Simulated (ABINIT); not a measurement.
Set up this calculation in ABINIT 10.8.3 (patched build), as the native input.

- Task: single point
- Functional: LDA
- Potentials or basis: JTH PAW LDA v2.0
- Cutoff: 544 eV
- k mesh: 8 × 8 × 8
- Occupations: fermi-dirac, width 0.05 eV
- Spin: no spin polarisation
- Fine-grid cutoff: 1088.46 eV

BP:

```xyz
2
Lattice="0.0000 2.2690 2.2690 2.2690 0.0000 2.2690 2.2690 2.2690 0.0000" Properties=species:S:1:pos:R:3 pbc="T T T"
P     3.4035    3.4035    3.4035
B     0.0000    0.0000    0.0000
```

One way to write it, as run:

run.abi

```
# Pseudopotentials
pp_dirpath "./"
pseudos "P.LDA_PW-JTH.xml, B.LDA_PW-JTH.xml"

# Structure
acell 3.208850573 3.208850573 3.208850573 Angstrom
rprim
     0.0000000000     0.7071067812     0.7071067812
     0.7071067812     0.0000000000     0.7071067812
     0.7071067812     0.7071067812     0.0000000000
ntypat 2
znucl 15 5
natom 2
typat 1 2
xred
     0.7500000000     0.7500000000     0.7500000000
     0.0000000000     0.0000000000     0.0000000000

# Plane-wave basis
ecut 20.0
pawecutdg 40.0

# k points
kptopt 1
ngkpt 8 8 8
nshiftk 1
shiftk 0.0 0.0 0.0

# Exchange and correlation
ixc 7

# Bands and occupations
nband 8
occopt 3
tsmear 0.00183747

# SCF cycle
nstep 100
tolvrs 1.0e-9

# Output
iomode 3
prtwf 0
prteig 0
prtebands 0
enunit 2
prtden 1
prtvha 1
prtvclmb 1
prtpot 1
```

Potentials or basis: JTH PAW LDA v2.0.

The run is started by

```bash
$ abinit run.abi > log 2>&1
```

Results of the run:

```json
{
 "Pressure": "-5.3 GPa",
 "Band gap on the k mesh": "1.22 eV, indirect (least direct gap 3.38 eV)",
 "Valence electrons inside the program's atomic spheres": "P 1.66; B 1.84"
}
```

It took 4.5 s on 1 thread of Arm Neoverse V2, on a shared host, peak memory 0.12 GiB.
